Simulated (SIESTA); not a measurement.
Ru:

```
CELL_PARAMETERS angstrom
2.70580 0.00000 0.00000
-1.35290 2.34329 0.00000
0.00000 0.00000 4.28190
ATOMIC_POSITIONS crystal
Ru 0.66667 0.33333 0.75000
Ru 0.33333 0.66667 0.25000
```

```yaml
Program: SIESTA 5.4.2
Task: relaxation of cell and atoms
Functional: PW86PBE
Potentials_or_basis: PseudoDojo 0.4 standard (PBE files)
Basis: DZP (energy shift 0.002 Ry)
Grid_cutoff: 800 Ry
Energy_shift: 0.002 Ry
k_mesh: 11 × 11 × 6
Occupations: fermi-dirac, width 0.05 eV
Spin: no spin polarisation
```

At the start: pressure 17.6 GPa; volume 13.57 Å³/atom.

**Question.** How do energy, volume and symmetry change on relaxing?

**Answer.** Over 7 steps the energy falls by 38.5 meV/atom and the volume is 14.34 Å³/atom (+5.7 %); space group P6_3/mmc (No. 194, to 0.05 Å).

The path:
```
step  energy change (eV)  largest force (eV/Å)  pressure (GPa)  volume (Å³)
   1              0.0000                0.0000           17.59        27.15
   2             -0.0671                0.0000            5.96        28.10
   3             -0.0486                0.0000           -8.61        29.66
   4             -0.0770                0.0000           -0.27        28.71
   5             -0.0546                0.0001           -0.68        28.83
   6             -0.0770                0.0000           -0.28        28.71
   7             -0.0771                0.0000            0.01        28.68
```

Final structure:
```
Ru
1.0
     2.75468   -0.00002    0.00000
    -1.37735    2.38561    0.00000
     0.00000    0.00000    4.36493
Ru
2
Direct
  0.66667 0.33333 0.75000
  0.33333 0.66667 0.25000
```

Caveat: semicore shells carry a single zeta, which can move pressures by several GPa and volumes by a few percent; the potentials were made for another functional, which shifts forces and pressure; the basis of atomic orbitals isn't converged, which shifts pressures, moduli and gaps.
